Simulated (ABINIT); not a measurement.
The system is CdF2.

```
Cd F
1.0
     0.00000    2.69400    2.69400
     2.69400    0.00000    2.69400
     2.69400    2.69400    0.00000
Cd F
1 2
Cartesian
  0.0000 0.0000 0.0000
  4.0410 4.0410 4.0410
  1.3470 1.3470 1.3470
```

Base run:

- Program: ABINIT 10.8.3 (patched build)
- Functional: WC
- Potentials or basis: JTH PAW PBE v2.0
- Cutoff: 626 eV
- k mesh: 9 × 9 × 9
- Occupations: fermi-dirac, width 0.05 eV
- Spin: no spin polarisation

Its results: band gap on the k mesh 2.96 eV, indirect (least direct gap 3.41 eV); pressure -0.5 GPa.

Task: After a change of settings the same cell gave: band gap on the k mesh 3.11 eV, indirect (least direct gap 3.56 eV); pressure 4.3 GPa. Which change was it?
A. functional from WC to PW91
B. functional from WC to PBEsol; k mesh from 9 × 9 × 9 to 12 × 12 × 12
C. functional from WC to revPBE
D. functional from WC to SOGGA

Result: A.

PW91 binds less tightly than WC, so the same cell stands under more pressure.

Caveats: the PAW data sets were made with another functional, which shifts forces and pressure a little.

Runs at the PBE level aren't shown here.
